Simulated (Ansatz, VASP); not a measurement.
## One calculation of GaN, two programs

```
CELL_PARAMETERS angstrom
3.19109 0.00000 0.00000
-1.59554 2.76356 0.00000
0.00000 0.00000 5.20170
ATOMIC_POSITIONS crystal
Ga 0.33333 0.66667 0.99926
Ga 0.66667 0.33333 0.49926
N 0.33333 0.66667 0.37574
N 0.66667 0.33333 0.87574
```

Alike in both runs: functional RPBE; dispersion D4; k mesh 8 × 8 × 6; occupations gaussian, width 0.05 eV; no spin polarisation.

Ansatz relaxed the structure, and its values are those at the end. VASP's run is a single point on that final structure, the one shown.

|  | VASP | Ansatz |
| --- | --- | --- |
| version | VASP 6.6.1 | Ansatz 0.2.0 |
| potentials or method | VASP PAW PBE potentials, release 64 (Ga_d, N) | scalar-relativistic, plane waves, PAW |
| plane-wave cutoff (eV) | 520 | 420 |
| valence electrons in the cell | 36 | 36 |

|  | VASP | Ansatz | Ansatz less VASP |
| --- | --- | --- | --- |
| gap on the k mesh at the Fermi level (eV) | 1.94 | 1.92 | -0.022 |
| least direct gap on the mesh (eV) | 1.94 | 1.92 | -0.022 |
| pressure (GPa) | -3.7 | -3.5 | +0.18 |
| dispersion energy (meV/atom) | -803.8 | -803.9 | -0.12 |

Caveats: the PAW data sets were made with another functional, which shifts forces and pressure a little (VASP).
